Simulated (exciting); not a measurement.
# GaN (F-43m) in exciting: further runs

One crystal, GaN, is run at these levels: B86bPBE+TS, LDA-vBH; tasks: band structure, effective masses.

Program: exciting (release sodium). These are calculated values, not measurements. Logs are shortened: lines on timing, memory, paths and dates and some standing lists are left out, and cuts for length are marked.

### Step 1. The crystal as given

It takes space group F-43m (No. 216, cubic). The conventional cell has a = 4.507 Å, b = 4.507 Å, c = 4.507 Å, α = 90.00°, β = 90.00°, γ = 90.00°. Ga (site symmetry -43m) has 4 N at 1.95 Å as nearest neighbours. N (site symmetry -43m) has 4 Ga at 1.95 Å as nearest neighbours.

The cell is a database's computed one.

### Step 2. Band structure, B86bPBE+TS

run_exciting.py reads:

```python
import subprocess
import xml.etree.ElementTree as ET
from ase.io import read
from ase.units import Bohr

atoms = read("GaN.cif")
rmt = {'Ga': 2.0, 'N': 1.45}  # bohr
tasks = """
<groundstate do="fromscratch" ngridk="10 10 10" rgkmax="6.5" gmaxvr="14" lmaxapw="10" lmaxmat="10" lmaxvr="8" stype="Gaussian" swidth="0.00099958" nempty="10" ValenceRelativity="iora*" epsengy="1e-07" epspot="1e-05" maxscl="60" outputlevel="normal" vkloff="0.25 0.25 0.25">
  <libxc exchange="XC_GGA_X_B86_MGC" correlation="XC_GGA_C_PBE"/>
</groundstate>
<properties>
  <bandstructure>
    <plot1d>
      <path steps="80">
        <point coord="0 0 0" label="G"/>
        <point coord="0.5 0 0.5" label="X"/>
        <point coord="0.5 0.25 0.75" label="W"/>
        <point coord="0.375 0.375 0.75" label="K"/>
        <point coord="0 0 0" label="G"/>
        <point coord="0.5 0.5 0.5" label="L"/>
        <point coord="0.625 0.25 0.625" label="U"/>
        <point coord="0.5 0.25 0.75" label="W"/>
        <point coord="0.5 0.5 0.5" label="L"/>
        <point coord="0.375 0.375 0.75" label="K" breakafter="true"/>
        <point coord="0.625 0.25 0.625" label="U"/>
        <point coord="0.5 0 0.5" label="X"/>
      </path>
    </plot1d>
  </bandstructure>
  <TSvdW/>
</properties>
"""

root = ET.Element("input")
ET.SubElement(root, "title").text = "GaN"
structure = ET.SubElement(root, "structure", speciespath="./", tshift="false")
crystal = ET.SubElement(structure, "crystal", scale="1.0")
for vector in atoms.cell / Bohr:
    ET.SubElement(crystal, "basevect").text = " ".join(f"{x:.12f}" for x in vector)
symbols = atoms.get_chemical_symbols()
for element in dict.fromkeys(symbols):
    species = ET.SubElement(structure, "species", speciesfile=element + ".xml", rmt=str(rmt[element]))
    for symbol, position in zip(symbols, atoms.get_scaled_positions(wrap=False)):
        if symbol == element:
            ET.SubElement(species, "atom", coord=" ".join(f"{x:.12f}" for x in position))
root.extend(ET.fromstring("<tasks>" + tasks + "</tasks>"))
ET.indent(root)
ET.ElementTree(root).write("input.xml")
subprocess.run(["exciting_smp"], check=True)
```

GaN.cif reads:

```cif
data_GaN
_cell_length_a 3.18693112
_cell_length_b 3.18693112
_cell_length_c 3.18693112
_cell_angle_alpha 60.00000000
_cell_angle_beta 60.00000000
_cell_angle_gamma 60.00000000
_space_group_name_H-M_alt 'P1'
_space_group_name_Hall 'P 1'
_space_group_IT_number 1
loop_
_space_group_symop_operation_xyz
'x,y,z'
loop_
_atom_site_label
_atom_site_type_symbol
_atom_site_symmetry_multiplicity
_atom_site_Wyckoff_symbol
_atom_site_fract_x
_atom_site_fract_y
_atom_site_fract_z
_atom_site_occupancy
Ga1 Ga 1 a 0.0000000000 0.0000000000 0.0000000000 1
N1 N 1 a 0.2500000000 0.2500000000 0.2500000000 1
```

Potentials or basis: all-electron LAPW+lo, shipped species files, valence relativity iora*.

Run with:

```
$ OMP_NUM_THREADS=1 python run_exciting.py
```

The log of the run:

```text
================================================================================
EXCITING SODIUM started
[... 10 lines left out ...]

 Lattice vectors (cartesian) :
      6.0224269987      0.0000000000      0.0000000000
      3.0112134994      5.2155747733      0.0000000000
      3.0112134994      1.7385249244      4.9172910533

 Reciprocal lattice vectors (cartesian) :
      1.0432978778     -0.6023483106     -0.4259245751
      0.0000000000      1.2046966212     -0.4259245751
      0.0000000000      0.0000000000      1.2777737252

 Unit cell volume                           :     154.4541690286
 Brillouin zone volume                      :       1.6059793983

 Species :    1 (Ga)
     parameters loaded from                 :    Ga.xml
     name                                   :    gallium
     nuclear charge                         :     -31.00000000
     electronic charge                      :      31.00000000
     atomic mass                            :  127097.25380000
     muffin-tin radius                      :       2.00000000
     # of radial points in muffin-tin       :     350

     atomic positions (lattice) :
       1 :   0.00000000  0.00000000  0.00000000

 Species :    2 (N)
     parameters loaded from                 :    N.xml
     name                                   :    nitrogen
     nuclear charge                         :      -7.00000000
     electronic charge                      :       7.00000000
     atomic mass                            :   25532.72506000
     muffin-tin radius                      :       1.45000000
     # of radial points in muffin-tin       :     250

     atomic positions (lattice) :
       1 :   0.25000000  0.25000000  0.25000000

 Total number of atoms per unit cell        :       2

 Spin treatment                             :    spin-unpolarised

 Number of Bravais lattice symmetries       :      48
 Number of crystal symmetries               :      24

 k-point grid                               :      10   10   10
 k-point offset :       0.250000  0.250000  0.250000
 Total number of k-points                   :     220
 k-point set is reduced with crystal symmetries

 R^MT_min * |G+k|_max (rgkmax)              :       6.50000000
 Species with R^MT_min                      :       2 (N)
 Maximum |G+k| for APW functions            :       4.48275862
 Maximum |G| for potential and density      :      14.00000000

 G-vector grid sizes                        :      27    27    27
 Total number of G-vectors                  :    7239

 Maximum angular momentum used for
     APW functions                          :      10
     computing H and O matrix elements      :      10
     potential and density                  :       8
     inner part of muffin-tin               :       2

 Total nuclear charge                       :     -38.00000000
 Total electronic charge                    :      38.00000000
 Total core charge                          :      20.00000000
 Total valence charge                       :      18.00000000

 Number of empty states                     :      10
 Total number of valence states             :      20

 Maximum Hamiltonian size                   :     277
 Maximum number of plane-waves              :     259
 Total number of local-orbitals             :      18

 Exchange-correlation type                  :     100
     libxc; exchange: Becke 86 with modified gradient correction; correlation: Perdew, Burke & Ernzerhof (see libxc for references)

 Smearing scheme                            :    Gaussian
 Smearing width                             :       0.00099958

 Using multisecant Broyden potential mixing
[... 16 lines left out ...]
+ SCF iteration number :    1                                                  +
++++++++++++++++++++++++++++++++++++++++++++++++++++++++++++++++++++++++++++++++
 Total energy                               :     -1998.31119349
 _______________________________________________________________
 Fermi energy                               :         0.20305220
 Kinetic energy                             :      2039.50131561
 Coulomb energy                             :     -3954.51047733
 Exchange energy                            :       -81.55196117
 Correlation energy                         :        -1.75007060

 DOS at Fermi energy (states/Ha/cell)       :         0.00000000

 Electron charges :
     core                                   :        20.00000000
     core leakage                           :         0.00624849
     valence                                :        18.00000000
     interstitial                           :         3.27318574
     charge in muffin-tin spheres :
                  atom     1    Ga          :        28.61939828
                  atom     2     N          :         6.10741598
     total charge in muffin-tins            :        34.72681426
     total charge                           :        38.00000000

 Estimated fundamental gap                  :         0.12663827
        valence-band maximum at    1      0.0250  0.0250  0.0250
     conduction-band minimum at    1      0.0250  0.0250  0.0250

++++++++++++++++++++++++++++++++++++++++++++++++++++++++++++++++++++++++++++++++
+ SCF iteration number :    2                                                  +
++++++++++++++++++++++++++++++++++++++++++++++++++++++++++++++++++++++++++++++++
 Total energy                               :     -1999.90023949
 _______________________________________________________________
 Fermi energy                               :         0.24942431
 Kinetic energy                             :      2038.12875720
 Coulomb energy                             :     -3954.85067858
 Exchange energy                            :       -81.42058242
 Correlation energy                         :        -1.75773569
[... 259 lines left out ...]
 Electron charges :
     core                                   :        20.00000000
     core leakage                           :         0.00611145
     valence                                :        18.00000000
     interstitial                           :         3.62775439
     charge in muffin-tin spheres :
                  atom     1    Ga          :        28.89166060
                  atom     2     N          :         5.48058501
     total charge in muffin-tins            :        34.37224561
     total charge                           :        38.00000000

 Estimated fundamental gap                  :         0.06731932
        valence-band maximum at    1      0.0250  0.0250  0.0250
     conduction-band minimum at    1      0.0250  0.0250  0.0250

 RMS change in effective potential (target) :  0.205817E-03  ( 0.100000E-04)
 Absolute change in total energy   (target) :  0.116621E-02  ( 0.100000E-06)
 Charge distance                   (target) :  0.151931E-04  ( 0.100000E-04)

++++++++++++++++++++++++++++++++++++++++++++++++++++++++++++++++++++++++++++++++
[... 22 further cycles ...]
+ SCF iteration number :   33                                                  +
++++++++++++++++++++++++++++++++++++++++++++++++++++++++++++++++++++++++++++++++
 Total energy                               :     -1999.33622829
 _______________________________________________________________
 Fermi energy                               :         0.26567750
 Kinetic energy                             :      2037.73482449
 Coulomb energy                             :     -3953.99705404
 Exchange energy                            :       -81.31315238
 Correlation energy                         :        -1.76084635

 DOS at Fermi energy (states/Ha/cell)       :         0.00000000

 Electron charges :
     core                                   :        20.00000000
     core leakage                           :         0.00611146
     valence                                :        18.00000000
     interstitial                           :         3.62773115
     charge in muffin-tin spheres :
                  atom     1    Ga          :        28.89164058
                  atom     2     N          :         5.48062827
     total charge in muffin-tins            :        34.37226885
     total charge                           :        38.00000000

 Estimated fundamental gap                  :         0.06732300
        valence-band maximum at    1      0.0250  0.0250  0.0250
     conduction-band minimum at    1      0.0250  0.0250  0.0250

 RMS change in effective potential (target) :  0.132873E-08  ( 0.100000E-04)
 Absolute change in total energy   (target) :  0.340301E-06  ( 0.100000E-06)
 Charge distance                   (target) :  0.627049E-09  ( 0.100000E-04)
[... 270 lines left out ...]
 Electron charges :
     core                                   :        20.00000000
     core leakage                           :         0.00611146
     valence                                :        18.00000000
     interstitial                           :         3.62773115
     charge in muffin-tin spheres :
                  atom     1    Ga          :        28.89164058
                  atom     2     N          :         5.48062827
     total charge in muffin-tins            :        34.37226885
     total charge                           :        38.00000000

 Estimated fundamental gap                  :         0.06732300
        valence-band maximum at    1      0.0250  0.0250  0.0250
     conduction-band minimum at    1      0.0250  0.0250  0.0250

 RMS change in effective potential (target) :  0.264920E-08  ( 0.100000E-04)
 Absolute change in total energy   (target) :  0.903137E-07  ( 0.100000E-06)
 Charge distance                   (target) :  0.164526E-09  ( 0.100000E-04)

++++++++++++++++++++++++++++++++++++++++++++++++++++++++++++++++++++++++++++++++
| Convergency criteria checked for the last 2 iterations                       +
| Convergence targets achieved. Performing final SCF iteration                 +
++++++++++++++++++++++++++++++++++++++++++++++++++++++++++++++++++++++++++++++++
 Total energy                               :     -1999.33622822
 _______________________________________________________________
 Fermi energy                               :         0.26567750
 Kinetic energy                             :      2037.73482450
 Coulomb energy                             :     -3953.99705400
 Exchange energy                            :       -81.31315238
 Correlation energy                         :        -1.76084635

 DOS at Fermi energy (states/Ha/cell)       :         0.00000000

 Electron charges :
     core                                   :        20.00000000
     core leakage                           :         0.00611146
     valence                                :        18.00000000
     interstitial                           :         3.62773115
     charge in muffin-tin spheres :
                  atom     1    Ga          :        28.89164058
                  atom     2     N          :         5.48062827
     total charge in muffin-tins            :        34.37226885
     total charge                           :        38.00000000

 Estimated fundamental gap                  :         0.06732300
        valence-band maximum at    1      0.0250  0.0250  0.0250
     conduction-band minimum at    1      0.0250  0.0250  0.0250

++++++++++++++++++++++++++++++++++++++++++++++++++++++++++++++++++++++++++++++++
[... 9 lines left out ...]
| EXCITING SODIUM stopped                                                      =
================================================================================
```

It took 13 min on 1 thread of Arm Neoverse V1, shared host; peak memory 0.13 GiB.

What came out:

```
Free energy                                       : -54404.7103 eV
Band gap on the k mesh                            : 1.83 eV, direct
Band gap along the path                           : 1.74 eV, direct
All electrons inside the program's atomic spheres : Ga 28.89; N 5.48 (radii Ga 2.0, N 1.45 bohr)
Dispersion energy per atom                        : -0.285 eV
```

Levels at the corners of the path, in eV from the valence-band top:
```
point  band 7  band 8  band 9  band 10  band 11  band 12
    Γ    0.00    0.00    0.00     1.74    10.32    10.32
    X   -6.11   -2.69   -2.69     3.40     6.68    11.75
    W   -5.69   -3.67   -3.61     6.26     8.38    10.29
    K   -5.85   -4.23   -2.16     5.04     7.87    11.11
    Γ    0.00    0.00    0.00     1.74    10.32    10.32
    L   -7.01   -0.96   -0.96     4.66     8.76    10.38
    U   -5.85   -4.23   -2.16     5.04     7.87    11.11
    W   -5.69   -3.67   -3.61     6.26     8.38    10.29
    L   -7.01   -0.96   -0.96     4.66     8.76    10.38
    K   -5.85   -4.23   -2.16     5.04     7.87    11.11
    U   -5.85   -4.23   -2.16     5.04     7.87    11.11
    X   -6.11   -2.69   -2.69     3.40     6.68    11.75
```

Caveat: the dispersion energy is computed afterwards and isn't part of the total energy; the mesh misses the band edges, which the band path finds closer together.

(Part 1 of 2 ends here.)
